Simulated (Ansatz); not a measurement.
Runs of Ansatz 0.2.0 on Nb. It takes space group Fm-3m (No. 225, cubic). Conventional cell: a = 4.230 Å, b = 4.230 Å, c = 4.230 Å, α = 90.00°, β = 90.00°, γ = 90.00°. Around Nb (site symmetry m-3m) lie 12 Nb at 2.99 Å. This isn't the form of Nb at room conditions, which is bcc.

```tsv
task	level	spin	cell	k mesh	cutoff (eV)	points for each segment of the path	gap on the mesh (eV)	pressure (GPa)	relaxed volume (Å³/atom)
single point	B3LYP	off	as given	6 × 6 × 6	420	-	none	(c)	-
single point	PBE0	off	as given	6 × 6 × 6	420	-	none	-2.3	-
relaxation of cell and atoms	PBEsol0	off	relaxed	6 × 6 × 6	420	-	none	0.0	18.32
single point	HSE06	SOC, no magnetisation	as given	5 × 5 × 5	420	-	none	(b)	-
single point	r2SCAN50	off	as given	6 × 6 × 6	500	-	none	-5.0	-
single point	r2SCAN0	off	as given	6 × 6 × 6	500	-	none	-2.7	-
relaxation of cell and atoms	B3LYP	off	relaxed	6 × 6 × 6	420	-	none	0.0	(a)
band structure	HSE03	off	as given	6 × 6 × 6	420	4	none	-2.2	-
```

Alike in all rows: potentials or basis Ansatz PAW; smearing fermi-dirac 0.05 eV; the mesh is coarse, so values aren't converged.

Q: Estimate the missing entries.

A: (a) 19.28; (b) -3.3; (c) 0.3.

Caveats: all runs use coarse meshes; the PAW data sets come from PBE, with cores solved anew for the run's functional, which leaves a small shift of forces and pressure; the thresholds are loose for stress (some runs); the plane-wave basis is chosen anew once the cell has moved, so the energies of steps on either side of that aren't comparable (some runs).

A k mesh can miss the band edges, and rows without SOC leave out spin-orbit coupling on Nb.

A gap of «none» marks a metal or a gap under the smearing width.
